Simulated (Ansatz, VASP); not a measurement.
Si2C in VASP and in Ansatz

```
CELL_PARAMETERS angstrom
3.94950 0.00000 0.00000
0.00000 3.94950 0.00000
0.00000 0.00000 4.82815
ATOMIC_POSITIONS crystal
Si 0.50000 0.00000 0.25597
Si 0.00000 0.50000 0.25597
Si 0.50000 0.00000 0.74403
Si 0.00000 0.50000 0.74403
C 0.50000 0.50000 0.15674
C 0.50000 0.50000 0.84326
```

Alike in both runs: functional PBE; k mesh 4 × 4 × 4; occupations gaussian, width 0.1 eV; no spin polarisation.

Ansatz relaxed the structure, and its values are those at the end. VASP's run is a single point on that final structure, the one shown.

|  | VASP | Ansatz |
| --- | --- | --- |
| version | VASP 6.6.1 | Ansatz 0.2.0 |
| potentials or method | VASP PAW PBE potentials, release 64 (Si, C) | scalar-relativistic, plane waves, PAW |
| plane-wave cutoff (eV) | 520 | 420 |
| valence electrons in the cell | 24 | 24 |

|  | VASP | Ansatz | Ansatz less VASP |
| --- | --- | --- | --- |
| gap on the k mesh at the Fermi level (eV) | none | none | - |
| pressure (GPa) | -0.2 | -0.2 | -0.02 |
| rms of the force components (eV/Å) | 0.015 | 0.006 | -0.0093 |

A gap of «none» marks a metal or a gap that the smearing closes. The functional is the same, so the differences come from potentials, cutoffs and numerics.

Caveats: the k mesh is coarse (spacing up to 0.40 Å⁻¹), so the values aren't converged.
